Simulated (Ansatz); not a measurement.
rocksalt-structured PbSe

**What was measured.** A measured cell of cubic PbSe (space group Fm-3m) at 298 K, from the Crystallography Open Database (1987, doi:10.1107/S0108270187091509), has a = 6.121 Å and 28.67 Å³/atom.

Level of theory: DFT, PBEsol, scalar-relativistic, no spin polarisation; plane waves to 420 eV with PAW datasets (Ansatz 0.2.0), Γ-centred 10×10×10 mesh, 0.05 eV Gaussian smearing; PAW files: Ansatz's generated set soft_2.

Space group Fm-3m (No. 225). a = 6.103 Å, b = 6.103 Å, c = 6.103 Å, α = 90.00°, β = 90.00°, γ = 90.00°
```
atom  site  symmetry       x       y       z
  Pb    4b      m-3m  0.5000  0.0000  0.0000
  Se    4a      m-3m  0.0000  0.0000  0.0000
```

The start was a prototype's sites filled with these elements; the Crystallography Open Database holds the compound in this structure.

The cell above was scaled in volume, its shape and atoms being fixed by the lattice's symmetry. Energies are counted from the cell above.

```tsv
V (Å³/atom)	ΔE (meV/atom)	P (GPa)	gap on the mesh (eV)
27.28	8.2	2.4	0.02
27.85	2.0	1.1	0.10
28.41	0.0	0.0	0.17
28.98	1.8	-1.0	0.23
29.55	?	?	?
```

(1) Fill in the withheld row.

(2) What do the points give for the equilibrium volume, the bulk modulus and its pressure derivative (third-order Birch–Murnaghan)?

Answers:

(1) ΔE (meV/atom): 7.1, P (GPa): -1.9, gap on the mesh (eV): 0.30.

(2) V0 = 28.41 Å³/atom, B0 = 54 GPa, B0′ = 4.2.

B0·V0 = 53.6 GPa × 28.41 Å³ = 9.51 eV/atom sets the scale: near the minimum ΔE ≈ ½ B0 V0 x², with x = V/V0 − 1, and a pressure of 0.5 GPa squeezes the volume by about 1 %. At the ends of the curve: x = −4.0 % predicts 7.6 meV/atom and the run gives 8.2; x = +4.0 % predicts 7.6 meV/atom and the run gives 7.1. Compression costs more and expansion less than the parabola says, since the crystal stiffens as it shrinks; B0′ measures that.

**Comparison.** The computed cell (6.103 Å, 28.41 Å³/atom) differs from the database's by −0.9 % in volume, about −0.3 % in length. PBEsol was built to cure PBE's overestimate of volumes, and the static lattice lacks thermal expansion.

These numbers lack spin–orbit coupling.
